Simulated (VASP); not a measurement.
**InSe: electric field gradients with PBE**

InSe:

```
In Se
1.0
     4.04733    0.00000    0.00000
    -2.02366    3.50509    0.00000
     0.00000    0.00000   18.05206
In Se
4 4
Direct
  0.33333 0.66667 0.07739
  0.33333 0.66667 0.92261
  0.00000 0.00000 0.42261
  0.00000 0.00000 0.57739
  0.33333 0.66667 0.35298
  0.33333 0.66667 0.64702
  0.66667 0.33333 0.14700
  0.66667 0.33333 0.85300
```

Measurements of this composition are mostly on another form, of space group No. 160.

* Program: VASP 6.6.1
* Task: electric field gradients
* Functional: PBE
* Potentials or basis: VASP PAW PBE potentials, release 64 (In_d, Se)
* Cutoff: 520 eV
* k mesh: 6 × 6 × 2
* Occupations: gaussian, width 0.02 eV
* Spin: no spin polarisation
* Further INCAR settings: ALGO = Fast; EDIFF = 1e-08

```json
{"Pressure": "1.5 GPa", "Largest force": "0.254 eV/Å", "Band gap on the k mesh": "0.72 eV, direct"}
```

Forces in eV/Å, atoms in the order of the input:
```
In   0.000  0.000 -0.112
In   0.000  0.000  0.112
In   0.000  0.000  0.111
In   0.000  0.000 -0.111
Se   0.000  0.000 -0.252
Se   0.000  0.000  0.252
Se   0.000  0.000  0.254
Se   0.000  0.000 -0.254
```

Stress tensor (GPa, compression positive):
```
1.50 0.00 0.00
0.00 1.50 0.00
0.00 0.00 1.42
```

Levels at points of the mesh, in eV from the valence-band top:
```csv
k point,band 36,band 37,band 38,band 39,band 40,band 41
"(0.00, 0.00, 0.00)",-0.95,-0.94,0.00,0.72,1.50,2.24
"(0.50, 0.00, 0.00)",-1.86,-1.44,-1.31,1.72,1.72,1.94
"(0.00, 0.00, 0.50)",-0.97,-0.55,-0.54,1.18,1.20,2.26
"(0.50, 0.00, 0.50)",-1.90,-1.38,-1.34,1.62,1.70,1.94
```

Electric field gradients, principal values (V/Å²):
```csv
atom,Vxx,Vyy,Vzz
1 In,53.359,53.360,-106.719
2 In,53.359,53.360,-106.719
3 In,53.524,53.525,-107.049
4 In,53.524,53.525,-107.049
5 Se,39.777,39.777,-79.554
6 Se,39.777,39.777,-79.554
7 Se,39.719,39.719,-79.438
8 Se,39.719,39.719,-79.438
```

It took 3.5 min on 1 thread of Intel(R) Xeon(R) 6975P-C (Granite Rapids), with other jobs on the host, peak memory 0.42 GiB.

Caveat: spin-orbit coupling is left out, which moves the levels of the heavy elements; this functional lacks dispersion, which binds the layers, so the pressure and a relaxed spacing across them are unreliable. As with any semilocal functional, this PBE gap is likely too small.
